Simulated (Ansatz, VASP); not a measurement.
# HgSe (w03) in VASP and in Ansatz

Contents of INCAR:

```
PREC = Accurate
ENCUT = 600
EDIFF = 1E-7
ISMEAR = 0
SIGMA = 0.3
LREAL = F
LASPH = T
NELM = 100
ALGO = Normal
ISIF = 3
LWAVE = F
LCHARG = F
GGA = PE
IBRION = 2
NSW = 100
EDIFFG = -0.002
```

The input KPOINTS:

```
regular mesh
0
Gamma
  12 12 12
```

File POSCAR:

```
HgSe
1.0
    0.0000000000      3.0390000000      3.0390000000
    3.0390000000      0.0000000000      3.0390000000
    3.0390000000      3.0390000000      0.0000000000
Hg Se
1 1
Direct
    0.0000000000      0.0000000000      0.0000000000
    0.2500000000      0.2500000000      0.2500000000
```

Input for Ansatz:

```yaml
crystal:
  lattice:
    - [0.0, 3.039, 3.039]
    - [3.039, 0.0, 3.039]
    - [3.039, 3.039, 0.0]
  atoms:
    - { symbol: Hg, position: [0.0, 0.0, 0.0] }
    - { symbol: Se, position: [0.25, 0.25, 0.25] }
basis:
  ecutwfc: 420
kpoints:
  mp_grid: { grid: [12, 12, 12] }
hamiltonian:
  xc: pbe
scf:
  occupations: { method: gaussian, width: 0.3 }
output:
  forces: true
  stress: true
  eigenvalues: true
  write_density: true
  write_potential: true
  elf: true
  volumetric_format: npy
relax:
  adjacent_minimum: "off"
  f_tol: 0.002
  max_steps: 80
  cell: { stress_tol: 0.02 }
```

Alike in both runs: task relaxation of cell and atoms; functional PBE; k mesh 12 × 12 × 12; occupations gaussian, width 0.3 eV; no spin polarisation.

|  | VASP | Ansatz |
| --- | --- | --- |
| version | VASP 6.6.1 | Ansatz 0.2.0 |
| potentials or method | VASP PAW PBE potentials, release 64 (Hg, Se) | scalar-relativistic, plane waves, PAW |
| plane-wave cutoff (eV) | 600 | 420 |
| valence electrons in the cell | 18 | 36 |

Ansatz gave:

- gap on the k mesh at the Fermi level, each at its own relaxed structure (eV): none
- relaxed volume (Å³/atom): 30.67
- relaxed cell length with the largest relative difference (Å): 4.427
- energy change over the relaxation (meV/atom): -35

Task: What did VASP give for the same quantities?

Result: gap on the k mesh at the Fermi level, each at its own relaxed structure (eV): none; relaxed volume (Å³/atom): 30.81; relaxed cell length with the largest relative difference (Å): 4.433; energy change over the relaxation (meV/atom): -39.

A gap of «none» marks a metal or a gap that the smearing closes. The two sets of potentials don't hold the same shells in valence.

Spin-orbit coupling is left out, which matters for the levels of Hg. PBE usually gives volumes a little too large and moduli too small. Zero-point motion and thermal expansion aren't in these numbers.
